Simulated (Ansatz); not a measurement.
# Run record: elastic constants by finite strains of ZnF$_{2}$ (P4_2/mnm)

Computed with LDA, all-electron LAPW in Ansatz 0.2.0, scalar-relativistic; not a measurement.

Cell and atoms were relaxed beforehand by PAW with this functional.

Launched as:

```sh
ansatz run input.yaml --threads 2 --pin off --max-ram 6144MiB --backend cpu --events-out ev --progress --plain --runs-dir out
```

Input:

```yaml
crystal:
  lattice:
    - [4.63066924847, 0.0, 0.0]
    - [0.0, 4.63066924847, 0.0]
    - [0.0, 0.0, 3.08797962284]
  atoms:
    - { symbol: Zn, position: [0.0, 0.0, 0.0] }
    - { symbol: Zn, position: [0.5, 0.5, 0.5] }
    - { symbol: F, position: [0.303274454313, 0.303274454313, 0.0] }
    - { symbol: F, position: [0.196725545687, 0.803274454313, 0.5] }
    - { symbol: F, position: [0.696725545687, 0.696725545687, 0.0] }
    - { symbol: F, position: [0.803274454313, 0.196725545687, 0.5] }
kpoints:
  mp_grid: { grid: [4, 4, 6] }
scf:
  occupations: { method: fixed }
hamiltonian:
  xc: lda
  pseudopotentials: { kind: all_electron, lapw: { basis_error: 0.001 } }
elastic:
  mode: relaxed_ion
  stencil: two_point
  amplitude: 0.005
```

Output:

```
Warning: RAYON_NUM_THREADS=2 ignored (pool sized by the plan → 2); use --threads N
LAPW: plane waves up to 11.033 Å⁻¹, error target 1.0e-3 eV per atom; small_component_spin mean_spin; F in spheres of 0.875 Å, 9 of its electrons in bands, Dirac shells []; Zn in spheres of 1.051 Å, 20 of its electrons in bands, ...
Engine: ansatz 0.2.0, x86_64-unknown-linux-gnu
Pseudopotentials: kind: all_electron
Pseudopotential: Zn, LAPW, valence charge 20, lapw/all_electron/scalar/gaussian/Zn, Koelling and Harmon's equation, gaussian nucleus
Pseudopotential: F, LAPW, valence charge 9, lapw/all_electron/scalar/gaussian/F, Koelling and Harmon's equation, gaussian nucleus
Functional definition: SPW92
  exchange = slater_x
  correlation = pw_c
davidson cushion auto → on  (no smearing: the cushion is to keep the highest requested band from converging to the state above it; pin scf.eigensolver.cushion to override)
Crystal: 6 atoms, lattice volume = 66.216 Å³
Basis set: ecut = 463.75164880265226 eV, 1495 PW (Γ), exchange–correlation at level 2
Bands: 46, of which v1, the nominal top of the filled ones, is band 38 counted from 1 (37 counted from 0)
Symmetry: 16 space group operations
Space group: P42/mnm (ITA 136), of the structure as read, at distance tolerance 4.0e-5 Å
k-points: 24 of 96
Non-local potential: Zn, projectors of the file, none
Non-local potential: F, projectors of the file, none
Initial density: superposition of atomic densities (chi_scale 0.1, normalization cell, long waves kept (reshape's long-wave potential 0.02 eV rms))
Initial wavefunctions: plane waves of lowest kinetic energy (no species holds an atomic orbital)
Functional: x = slater, c = lda
iter 1 solved again at ethr=5.26e-3 eV; its pass at ethr=1.00e-1 eV (dr2=3.99e0 eV) is discarded
SCF iter   1: F=—  HF=-108422.805978 eV  |F-HF|=—  |Δ(HF+E_count)|=         —  Δρ=7.56e-2  dr2=3.99e0  ethr=5.26e-3  ⟨swp⟩=2.0  Hψ=7029  notcnv=0
[... 173 lines left out ...]
       140.969    119.357    109.167      0.000      0.000     -0.000
       119.357    140.969    109.167      0.000      0.000     -0.000
       108.525    108.525    222.003      0.000      0.000     -0.000
         0.000      0.000      0.000     37.576      0.000      0.000
         0.000      0.000      0.000      0.000     37.576      0.000
        -0.000     -0.000      0.000      0.000      0.000     91.968
  reference stress σ⁰ (GPa):      0.082      0.082      0.101      0.000      0.000      0.000
  no Pulay correction (none for the plane-wave cutoff is built on LAPW): the batch's stresses and constants are at fixed plane waves
  C* (energy form; C + prestress term) asymmetry max|C*_kj − C*_jk| = 6.226e-1 GPa — a small one proves nothing (zero by symmetry where the batch's group is 432, −43m or m−3m); a large one is finite-difference/SCF noise where ...
  moduli (Voigt/Reuss/Hill, GPa): K = 130.89/126.78/128.84   G = 44.55/27.83/36.19   E = 99.27   ν = 0.372
  mechanically stable: yes (min eigenvalue of sym C = 21.61 GPa)
  where every solve meets its electron count the energy-path curvature estimates C_jj along a normal strain and C_jj − ¼(σ⁰_aa + σ⁰_bb) along a shear (ab), closely only under elastic.basis: deformed
  strain η (Voigt 11):  stress-route row diagonal C_11 = 140.97 GPa, energy-path curvature d²(F+E_count)/dδ²/Ω₀ = 141.53 GPa
         δ    σ_11 (GPa)             F (eV)   n_scf  n_hpsi   n_pw
    -5.000e-3      -0.6155     -108420.3941661       2   12504   1532   relax 5 steps, max|allowed force component| 3.73e-5 eV/Å
     5.000e-3       0.7942     -108420.3938190       2   12504   1532   relax 5 steps, max|allowed force component| 2.57e-5 eV/Å
  strain η (Voigt 33):  stress-route row diagonal C_33 = 222.00 GPa, energy-path curvature d²(F+E_count)/dδ²/Ω₀ = 222.02 GPa
         δ    σ_33 (GPa)             F (eV)   n_scf  n_hpsi   n_pw
    -5.000e-3      -1.0215     -108420.3937768       2    8332   1532   relax 3 steps, max|allowed force component| 6.24e-7 eV/Å
     5.000e-3       1.1986     -108420.3933766       2    8326   1532   relax 3 steps, max|allowed force component| 8.38e-7 eV/Å
  strain η (Voigt 23):  stress-route row diagonal C_44 = 37.58 GPa, energy-path curvature d²(F+E_count)/dδ²/Ω₀ = 37.53 GPa
         δ    σ_23 (GPa)             F (eV)   n_scf  n_hpsi   n_pw
    -5.000e-3      -0.1879     -108420.3945298       2   14580   1532   relax 3 steps, max|allowed force component| 2.61e-5 eV/Å
     5.000e-3       0.1879     -108420.3945298       2   14582   1532   relax 3 steps, max|allowed force component| 2.50e-5 eV/Å
  strain η (Voigt 12):  stress-route row diagonal C_66 = 91.97 GPa, energy-path curvature d²(F+E_count)/dδ²/Ω₀ = 91.93 GPa
         δ    σ_12 (GPa)             F (eV)   n_scf  n_hpsi   n_pw
    -5.000e-3      -0.4598     -108420.3942488       2    9722   1532   relax 3 steps, max|allowed force component| 7.94e-7 eV/Å
     5.000e-3       0.4598     -108420.3942488       2    9720   1532   relax 3 steps, max|allowed force component| 1.03e-6 eV/Å
```

Self-consistency was reached.

**Strained cells**

Elastic constants of a crystal by Kohn-Sham DFT: slopes of the stress over finite engineering strains of the given cell, Voigt indices, Cartesian axes as in the input; stress of each strained cell less that at rest, tension positive.

```csv
strain component,strain,stress xx (GPa),stress yy (GPa),stress zz (GPa),stress yz (GPa),stress xz (GPa),stress xy (GPa),relaxation steps
xx,-0.005,-0.6971,-0.6122,-0.5444,0,0,0,5
xx,0.005,0.7126,0.5813,0.5409,0,0,0,5
zz,-0.005,-0.5531,-0.5531,-1.123,0,0,0,3
zz,0.005,0.5386,0.5386,1.097,0,0,0,3
yz,-0.005,-0.0015,-0.0006,0,-0.1879,0,0,3
yz,0.005,-0.0015,-0.0006,0,0.1879,0,0,3
xy,-0.005,-0.0037,-0.0037,-0.0034,0,0,-0.4598,3
xy,0.005,-0.0037,-0.0037,-0.0034,0,0,0.4598,3
```

### Elastic moduli

Hill averages of a grain aggregate, Debye temperature from the mean sound speed over directions.

| Item | Value |
| --- | --- |
| Bulk modulus | 128.8 GPa |
| Shear modulus | 36.19 GPa |
| Young modulus | 99.27 GPa |
| Poisson ratio | 0.3716 |
| Bulk over shear modulus | 3.56 |
| Elastic anisotropy index | 3.037 |
| Least young modulus | 37.89 GPa |
| Largest young modulus | 167.4 GPa |
| Longitudinal sound speed | 5844 m/s |
| Transverse sound speed | 2642 m/s |
| Elastic debye temperature | 386.1 K |
| Linear compressibility (x, y, z) | 3.319, 3.319, 1.25 1/TPa |

### Elastic constants

```
Pressure at rest         : -0.088 GPa
Least elastic eigenvalue : 21.61 GPa
Elastically stable       : yes
```

```csv
index,elastic (GPa)
11,141
12,119.4
13,108.8
33,222
44,37.58
66,91.97
```

Time and hardware: 6.6 min on 2 threads of Intel(R) Xeon(R) 6975P-C (Granite Rapids), with other jobs on the host, peak memory 0.78 GiB.
